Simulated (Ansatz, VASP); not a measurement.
Two plane-wave programs on Al

```
CELL_PARAMETERS angstrom
0.00000 2.93113 2.93113
2.93113 0.00000 2.93113
2.93113 2.93113 0.00000
ATOMIC_POSITIONS crystal
Al 0.12500 0.12500 0.12500
Al 0.87500 0.87500 0.87500
```

Alike in both runs: task single point; functional r2SCAN; k mesh 10 × 10 × 10; occupations fermi-dirac, width 0.1 eV; no spin polarisation.

|  | VASP | Ansatz |
| --- | --- | --- |
| version | VASP 6.6.1 | Ansatz 0.2.0 |
| potentials or method | VASP PAW PBE potentials, release 64 (Al) | plane waves (500 eV) with PAW, scalar-relativistic |
| plane-wave cutoff (eV) | 520 | 500 |
| valence electrons in the cell | 6 | 6 |

```csv
,VASP,Ansatz,Ansatz less VASP
pressure (GPa),3.8,4.0,+0.17
```

Caveats: the PAW data sets were made with another functional, which shifts forces and pressure a little (VASP).
